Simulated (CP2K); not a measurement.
The system is CoO.

```
Co O
1.0
     3.16379    0.00000    0.00000
     1.54099    2.76314    0.00000
     1.54099    0.90503    2.61072
Co O
1 1
Direct
  0.99898 0.99898 0.99898
  0.75102 0.75102 0.75102
```

Measurements of this composition are mostly on another form, of space group No. 225.

Base run:

```yaml
Program: CP2K 2026.2
Functional: TASK
Potentials_or_basis: POTENTIAL_UZH Co GTH-SCAN-q17, O GTH-SCAN-q6; TZVP-MOLOPT-SCAN-GTH basis
Density_cutoff: 17007 eV
k_mesh: 10 × 10 × 10
Occupations: fermi-dirac, width 0.01 eV
Spin: collinear spin, ferromagnetic start
Starting_moments: "[2.0, 0.0] μB"
```

Its results: band gap on the k mesh 0.06 eV, indirect (least direct gap 0.12 eV); pressure 10.3 GPa; net moment 3.00 μB per cell; site moments Co +2.64; O +0.36 μB; largest force 0.344 eV/Å.

Q: The run is repeated on the same cell with these changes: functional from TASK to r2SCAN; ngrids from 4 to 5. What comes out?

A: Band gap on the k mesh 0.39 eV, indirect (least direct gap 0.45 eV); pressure 5.8 GPa; net moment 3.00 μB per cell; site moments Co +2.72; O +0.28 μB; largest force 0.417 eV/Å.

Caveats: the basis of atomic orbitals isn't converged, which shifts pressures, moduli and gaps; a cell with one magnetic atom can't hold antiferromagnetic order, which such compounds often take; the potentials were made for another functional, which shifts forces and pressure (some runs).

Not every run made on this cell is shown here.
